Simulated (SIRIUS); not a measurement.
## NaI under changes of volume

One of the cells (34.577 Å³/atom); the others are scaled copies at fixed shape and fractional positions:

```
CELL_PARAMETERS angstrom
0.00000 3.25783 3.25783
3.25783 0.00000 3.25783
3.25783 3.25783 0.00000
ATOMIC_POSITIONS crystal
I 0.50000 0.50000 0.50000
Na 0.00000 0.00000 0.00000
```

* Program: SIRIUS 7.10.0
* Functional: PBEsol
* Potentials or basis: PseudoDojo 0.4.1 PBEsol standard (scalar relativistic)
* Cutoff: 1202 eV
* Density cutoff: 4809 eV
* k mesh: 7 × 7 × 7
* Occupations: fermi-dirac, width 0.05 eV
* Spin: no spin polarisation

```csv
volume (Å³/atom),energy over the lowest point (meV/atom),pressure (GPa),gap on the mesh (eV)
31.865,?,?,?
32.543,0.00,0.1,3.61
33.221,0.14,-0.2,3.56
34.577,4.51,-0.8,3.46
35.255,8.38,-1.0,3.41
35.933,13.22,-1.3,3.37
```

Problem. What does the run at 31.865 Å³/atom give?

Solution. Energy over the lowest point 1.44 meV/atom; pressure 0.5 GPa; gap on the mesh 3.67 eV.

Worked out: A Birch-Murnaghan fit of order 3 (a polynomial in V^(-2/3)) to the other rows has its minimum at 32.81 Å³/atom with B0 = V·E''(V) = 17.5 GPa and B' = 5.4. It gives 1.47 meV/atom at 31.865 Å³/atom, against the run's 1.44, and -dE/dV = 0.6 GPa, against 0.5. A straight line through the other rows of the gap, of slope -2.45 eV per unit of ln V, extrapolates to 3.66 eV, against the run's 3.67.

Energies are extrapolated to zero smearing.

Caveats: spin-orbit coupling is left out, which moves the levels of the heavy elements; an odd mesh through Γ misses points on the zone boundary, where band edges often lie.
